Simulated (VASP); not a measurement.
The system is Pb.

```
CELL_PARAMETERS angstrom
-1.97966 1.97966 1.97966
1.97966 -1.97966 1.97966
1.97966 1.97966 -1.97966
ATOMIC_POSITIONS crystal
Pb 0.00000 0.00000 0.00000
```

This isn't the form of Pb at room conditions, which is fcc.

- Program: VASP 6.6.1
- Task: relaxation of cell and atoms
- Functional: revTPSS
- Potentials or basis: VASP PAW PBE potentials, release 64 (Pb_d)
- Cutoff: 600 eV
- k mesh: 9 × 9 × 9
- Occupations: methfessel-paxton, width 0.1 eV
- Spin: no spin polarisation

At the start: pressure -1.8 GPa; volume 31.03 Å³/atom.

Problem. How do energy, volume and symmetry change on relaxing?

Solution. Over 3 steps the energy falls by 6.7 meV/atom and the volume is 29.87 Å³/atom (-3.8 %); space group Im-3m (No. 229, to 0.05 Å).

Step by step:
| step | energy change (eV) | largest force (eV/Å) | pressure (GPa) | volume (Å³) |
| --- | --- | --- | --- | --- |
| 1 | 0.0000 | 0.0000 | -1.77 | 31.03 |
| 2 | -0.0060 | 0.0000 | 0.62 | 29.52 |
| 3 | -0.0067 | 0.0000 | 0.03 | 29.87 |

Final structure:
```yaml
crystal:
  lattice:
    - [-1.95455, 1.95455, 1.95455]
    - [1.95455, -1.95455, 1.95455]
    - [1.95455, 1.95455, -1.95455]
  atoms:
    - { symbol: Pb, position: [0.00000, 0.00000, 0.00000] }
```

Caveat: the PAW data sets were made with another functional, which shifts forces and pressure a little.
